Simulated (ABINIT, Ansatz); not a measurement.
# Quasiparticle gap of NaCl (Fm-3m) in ABINIT, part 3 of 3

How does a plane-wave GW calculation on NaCl (Fm-3m) run from the first input to the gap?

ABINIT 10.8.3; PBE and many-body steps on it, plane waves. Known limits of the many-body steps: not at the basis limit.

So far. Step 4 (Empty states on the mesh, 6×6×6 mesh, 592 bands): On this mesh the gap is 5.150 eV. Step 5 (Screening, 6×6×6 mesh, 584 bands, screening to 381 eV): Local fields lower ε∞ by 15 %.

The database entry behind the starting cell differs from later determinations by our own check (an axis about 0.4 % short against later determinations), so it need not match the best structure at ambient conditions.

### 6. Self-energy, 6×6×6 mesh, 584 bands, screening to 381 eV

The self-energy is evaluated for the states that the input lists, and the levels follow from it, in one-shot runs by the linearised quasiparticle equation.

This step: G0W0 on PBE, plane waves, norm-conserving pseudopotentials.

Contents of run.abi:

```
acell 3*1.0 Angstrom
rprim 
  0.000000000000 2.810000000000 2.810000000000
  2.810000000000 0.000000000000 2.810000000000
  2.810000000000 2.810000000000 0.000000000000
ntypat 2
znucl 11 17
natom 2
typat 1 2
xred 
  0.000000000000 0.000000000000 0.000000000000
  0.500000000000 0.500000000000 0.500000000000
pp_dirpath "pseudos"
pseudos "Na.upf, Cl.upf"
ecut 38
ngkpt 6 6 6
nshiftk 1
shiftk 0 0 0
kptopt 1
chksymbreak 0
istwfk *1
occopt 1
irdwfk 1
optdriver 4
nband 584
gwcalctyp 0
ecutsigx 38
symsigma 1
nkptgw 1
kptgw 
  0.0000000000 0.0000000000 0.0000000000
bdgw 
  6 12
ecuteps 14
irdscr 1
ppmodel 1
indata_prefix "in"
outdata_prefix "out"
tmpdata_prefix "tmp"
```

Run with:

```sh
$ OMP_NUM_THREADS=1 mpirun -n 4 abinit run.abi > log
```

Numbers of over 12 decimals in the logs are rounded to 6 here.

Log:

```text
.Version 10.8.3 of ABINIT. v10.8.2 released Aug 2026.

 Symmetries : space group Fm -3 m (#225); Bravais cF (face-center cubic)
[... echo of the input left out ...]
== DATASET  1 ==================================================================
-   mpi_nproc: 4, omp_nthreads: 1 (-1 if OMP is not activated)

--- !DatasetInfo
iteration_state: {dtset: 1, }
dimensions: {natom: 2, nkpt: 16, mband: 584, nsppol: 1, nspinor: 1, nspden: 1, mpw: 3383, }
cutoff_energies: {ecut:  38.0, pawecutdg:  -1.0, }
electrons: {nelect:   1.60000000E+01, charge:   0.00000000E+00, occopt:   1.00000000E+00, tsmear:   1.00000000E-02, }

 SIGMA: Calculation of the GW corrections

 Based on a program developped by R.W. Godby, V. Olevano, G. Onida, and L. Reining.
 Incorporated in ABINIT by V. Olevano, G.-M. Rignanese, and M. Torrent.
.Using double precision arithmetic ; gwpc =  8

[... cell and pseudopotentials left out ...]
--------------------------------------------------------------------------------

 ==== K-mesh for the wavefunctions ====
 Number of points in the irreducible wedge :    16
[... list of points left out ...]
 Together with 48 symmetry operations and time-reversal symmetry
 yields   216 points in the full Brillouin Zone.

 ==== Q-mesh for screening function ====
 Number of points in the irreducible wedge :    16
[... list of points left out ...]
 Together with 48 symmetry operations and time-reversal symmetry
 yields   216 points in the full Brillouin Zone.

 vcoul_init : cutoff-mode = AUXILIARY_FUNCTION
 q-points for optical limit:   1
     1)      0.000010    0.000020    0.000030
 setmesh: FFT mesh size selected  =    45x   45x   45
          total number of points  =        91125

 Number of electrons calculated from density =   16.0000; Expected =   16.0000
 average of density, n =  0.053429
 r_s =    1.6471
 omega_plasma =   22.2968 [eV]

 === KS Band Gaps ===
  >>>> For spin  1
   Minimum direct gap =   5.1497 [eV], located at k-point      :   0.0000  0.0000  0.0000
   Fundamental gap    =   5.1497 [eV], Top of valence bands at :   0.0000  0.0000  0.0000
                                       Bottom of conduction at :   0.0000  0.0000  0.0000
 SIGMA fundamental parameters:
 PLASMON POLE MODEL  1
 number of plane-waves for SigmaX                 3383
 number of plane-waves for SigmaC and W            725
 number of plane-waves for wavefunctions          3383
 number of bands                                   584
 number of independent spin polarizations            1
 number of spinorial components                      1
 number of k-points in IBZ                          16
 number of q-points in IBZ                          16
 number of symmetry operations                      48
 number of k-points in BZ                          216
 number of q-points in BZ                          216
 number of frequencies for dSigma/dE                 9
 frequency step for dSigma/dE [eV]                0.25
 number of omega for Sigma on real axis              0
 max omega for Sigma on real axis  [eV]           0.00
 zcut for avoiding poles [eV]                     0.10

 EPSILON^-1 parameters (SCR file):
 dimension of the eps^-1 matrix on file            725
 dimension of the eps^-1 matrix used               725
 number of plane-waves for wavefunctions          3383
 number of bands                                   584
 number of q-points in IBZ                          16
 number of frequencies                               2
 number of real frequencies                          1
 number of imag frequencies                          1

 matrix elements of self-energy operator (all in [eV])

 Perturbative Calculation

--- !SelfEnergy_ee
iteration_state: {dtset: 1, }
kpoint     : [   0.000,    0.000,    0.000, ]
spin       : 1
KS_gap     :    5.150
QP_gap     :    8.217
Delta_QP_KS:    3.067
data: !SigmaeeData |
     Band     E0 <VxcDFT>   SigX SigC(E0)      Z dSigC/dE  Sig(E)    E-E0       E
        6  -0.539 -14.493 -18.976   1.514   0.808  -0.237 -16.892  -2.399  -2.938
        7  -0.539 -14.493 -18.976   1.514   0.808  -0.237 -16.892  -2.399  -2.938
        8  -0.539 -14.493 -18.976   1.514   0.808  -0.237 -16.892  -2.399  -2.938
        9   4.611  -8.179  -4.218  -3.188   0.863  -0.158  -7.511   0.668   5.279
       10  10.523  -8.377  -3.612  -3.415   0.855  -0.170  -7.223   1.154  11.677
       11  10.523  -8.377  -3.612  -3.415   0.855  -0.170  -7.223   1.154  11.677
       12  10.523  -8.377  -3.612  -3.415   0.855  -0.170  -7.223   1.154  11.677

== END DATASET(S) ==============================================================
================================================================================

 -outvars: echo values of variables after computation  --------
           etotal      0.0000000000E+00
            nband         584
             nkpt          16
          spgroup         225
 [... the other variables as echoed above ...]

 Calculation completed.
```

Elapsed: 4.3 min, on 4 MPI ranks of Intel Xeon 6975P-C (Granite Rapids), shared host; peak memory 9.6 GiB; 17 min of CPU time.

This step gave:

| Property | Result |
| --- | --- |
| G0W0 gap on the points computed | 8.217 eV |
| starting gap on the mesh | 5.150 eV |
| k of the valence top | 0, 0, 0 |
| k of the conduction bottom | 0, 0, 0 |
| Z at the valence top | 0.808 |
| Z at the conduction bottom | 0.863 |
| least direct G0W0 gap on the computed points | 8.217 eV |

The gap on the mesh goes from 5.15 eV to 8.22 eV, a correction of +3.07 eV.

Limits: finite bands, cutoff and mesh. v1 is the top filled band, c1 the lowest empty one. Levels before and after the correction, in eV, zero at the valence-band top of each column:

```csv
,conduction bottom,valence top
Kohn-Sham,5.15,0.00
G0W0,8.22,0.00
```

```csv
,level,energy (eV)
Kohn-Sham,Γ v3-v1,0.000
Kohn-Sham,Γ c1,5.150
Kohn-Sham,Γ c2-c4,11.062
G0W0,Γ v3-v1,0.000
G0W0,Γ c1,8.217
G0W0,Γ c2-c4,14.615
```

### 7. Where the time went

Times are wall times on 4 MPI ranks of Intel Xeon 6975P-C (Granite Rapids), shared host, good to a factor of about two.

```csv
step,time,share,memory (GiB)
ground state,5.5 s,0 %,0.36
bands along the symmetry lines,7.7 s,0 %,0.33
empty states on the mesh,63 s,3 %,2.8
screening,26 min,83 %,8.9
self-energy,4.3 min,14 %,9.6
```

### 8. Outcome

```yaml
pbe_gap: 5.15 eV, direct
g0w0_gap_on_the_mesh: 8.22 eV
gw_settings: 6×6×6 mesh, 584 bands, screening to 381 eV, Godby-Needs plasmon pole
known_limits: not at the basis limit
```

G0W0 moves the gap on the mesh from 5.15 eV to 8.22 eV (+3.07 eV), with Z of 0.81 and 0.86 at the edges. Local fields lower the RPA ε∞ on this mesh from 2.77 to 2.35. Only 1 of the mesh's irreducible points was corrected, so a valley elsewhere could overtake. The dearest step here is «screening». Bands and cutoff are finite, so the gap is not at the basis limit. The miss can reach some tenths of an eV and take either sign; the mesh is an error of its own. In the G0W0 run levels were corrected at 1 k point alone, so a gap called «on the mesh» is the least over those, and an edge elsewhere would be missed.

[Paths, hosts, dates, memory and timing lines, banners, echoed tables and standing remarks are left out of the program output.]

[Logs are printed without paths, hosts, clocks, repeated set-up lines and the standing remarks that a program may print on its own settings, such as how far it seeks lower states.]

[Runs of the session that timed out or met a known fault of the program may be left out.]

[Hosts, paths, dates, database ids (printed as entryN), source tags and the programs' standing remarks are cut or masked in the printed files.]

[G0W0 gaps are taken among the corrected bands and points alone; a level outside them can change the order at an edge.]

[Where Ansatz stands beside ABINIT at settings called matched, ABINIT's density can come from a denser mesh and the files from another edition; pairs whose starting gaps differed by over 0.03 eV were left out, so agreement reads better than it is.]
